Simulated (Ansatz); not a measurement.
## fcc against bcc along group 11 and 12

The calculation used DFT, PBE, plane waves (420 eV) with PAW, scalar-relativistic in Ansatz 0.2.0.

Each structure is relaxed within its symmetry, in the lowest magnetic state of the tried starts. Differences under about 8 meV lie within the error of the k-point mesh. Some of these cells lie far above the measured volume under this functional.

```csv
element,E(fcc) − E(bcc) (meV/atom),V(fcc) (Å³/atom),V(bcc) (Å³/atom),state of fcc,state of bcc
Cu,-36,11.95,12.00,spin not included,spin not included
Ag,-31,17.83,18.02,spin not included,spin not included
Au,-18,17.95,18.01,spin not included,spin not included
Zn,-62,15.19,15.35,spin not included,spin not included
Cd,-50,22.89,23.36,spin not included,spin not included
Hg,?,?,?,?,?
```

(1) Fill in the row of Hg.

## Answers

(1) E(fcc) − E(bcc) (meV/atom): 9; V(fcc) (Å³/atom): 32.01; V(bcc) (Å³/atom): 29.07; state of fcc: spin not included; state of bcc: spin not included.
